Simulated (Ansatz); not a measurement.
# Symmetry broken, then relaxed in Si

These are results of Ansatz 0.2.0, DFT LDA, scalar-relativistic, plane waves, PAW, not measurements. The runs took a 420 eV cutoff, a Γ-centred 14×14×14 mesh and Gaussian smearing (0.15 eV). No spin polarisation. Energies are free energies at this smearing, counted from the undisturbed cell; pressure is positive in compression.

Reference structure (relaxed at this level; this form isn't the usual structure):

```
Si
1.0
    -2.38242    2.38242    1.30530
     2.38242   -2.38242    1.30530
     2.38242    2.38242   -1.30530
Si
2
Direct
  0.25000 0.75000 0.50000
  0.50000 0.50000 0.00000
```

The atoms are displaced (Å, in the unstrained cell):

```
atom ux uy uz
 Si1  -0.196  -0.005   0.110
 Si2   0.196   0.005  -0.110
```

Cell and atoms are then relaxed.

Question: Does the relaxation return to the undisturbed structure?

Answer: No. It ends 0.4 meV/atom below it, nearly level but in another symmetry or volume. The disturbance itself cost 435.8 meV/atom. The final space group reads Imma (tolerance 0.05 Å) and the volume changes by 0.03 %.

Final structure:

```
CELL_PARAMETERS angstrom
-2.36560 2.38122 1.31559
2.36553 -2.38133 1.31567
2.36561 2.38135 -1.31579
ATOMIC_POSITIONS crystal
Si 0.24448 0.74442 0.49996
Si 0.50552 0.50558 0.00004
```

The relaxation, step by step (energy from the first step; small jumps at an unchanged geometry come where the plane waves are selected anew for the new cell):

```tsv
step	ΔE (meV/atom)	largest force component (eV/Å)	pressure (GPa)
1	0.0	5.369	12.83
2	-398.6	1.007	1.78
3	-426.0	0.496	1.58
4	-434.9	0.088	0.78
5	-434.8	0.013	-1.69
6	-436.2	0.002	-0.04
7	-436.2	0.002	-0.05
```